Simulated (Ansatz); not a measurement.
**Two Ansatz runs on V**

The cell was built from the sc type and relaxed in the same program, and has space group Pm-3m; it needn't be a known or the stable phase.

First run: DFT, PBE, all-electron LAPW, scalar-relativistic (Ansatz 0.2.0).

Command: `ansatz run input.yaml --threads 1 --pin off --max-ram 3072MiB --backend cpu --events-out ev --progress --plain --runs-dir out` The run took 27 s on 1 thread of Arm Neoverse V1, on a shared host, peak memory 0.38 GiB.

```yaml
crystal:
  lattice:
    - [2.4487986509, 0.0, 0.0]
    - [0.0, 2.4487986509, 0.0]
    - [0.0, 0.0, 2.4487986509]
  atoms:
    - { symbol: V, position: [0.0, 0.0, 0.0], spin: 1.5 }
magnetization:
  spin_polarized: true
kpoints:
  mp_grid: { grid: [14, 14, 14] }
scf:
  occupations: { method: gaussian, width: 0.2 }
hamiltonian:
  xc: pbe
  pseudopotentials: { kind: all_electron, lapw: { basis_error: 0.0005 } }
output:
  forces: true
  stress: true
  eigenvalues: true
```

Result: converged; pressure 0.00 GPa; moment 0.00 μB; 12 SCF iterations.

A second run of a changed input logged this at its end:

```
Error: invalid value for `kpoints.mp_grid.grid`: each dimension must be in 1..=255
```

What was wrong with the input?

A mesh with a zero or a mesh and a spacing, by this change (others could give a like log):
```diff
@@ -9,7 +9,8 @@
   spin_polarized: true
 kpoints:
-  mp_grid: { grid: [14, 14, 14] }
+  mp_grid: { grid: [0, 14, 14] }
 scf:
   occupations: { method: gaussian, width: 0.2 }
+  max_iter: 50
 hamiltonian:
   xc: pbe
```
